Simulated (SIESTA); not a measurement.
MgB2:

```
Mg B
1.0
     3.08500    0.00000    0.00000
    -1.54250    2.67169    0.00000
     0.00000    0.00000    3.52300
Mg B
1 2
Direct
  0.00000 0.00000 0.00000
  0.66667 0.33333 0.50000
  0.33333 0.66667 0.50000
```

Base run:

- Program: SIESTA 5.4.2
- Functional: PW91
- Potentials or basis: PseudoDojo 0.4 standard (PBE files)
- Basis: DZP (energy shift 0.003 Ry; two zetas on semicore shells)
- Grid cutoff: 800 Ry
- Energy shift: 0.003 Ry
- k mesh: 10 × 10 × 8
- Occupations: fermi-dirac, width 0.05 eV
- Spin: no spin polarisation

Its results: band gap on the k mesh none (metal or under the smearing width); pressure 4.2 GPa.

**Question.** The run is repeated on the same cell with these changes: functional from PW91 to BLYP. What comes out?

**Answer.** Band gap on the k mesh none (metal or under the smearing width); pressure 7.2 GPa.

BLYP binds less tightly than PW91, so the same cell stands under more pressure.

Caveats: the potentials were made for another functional, which shifts forces and pressure; the basis of atomic orbitals isn't converged, which shifts pressures, moduli and gaps.
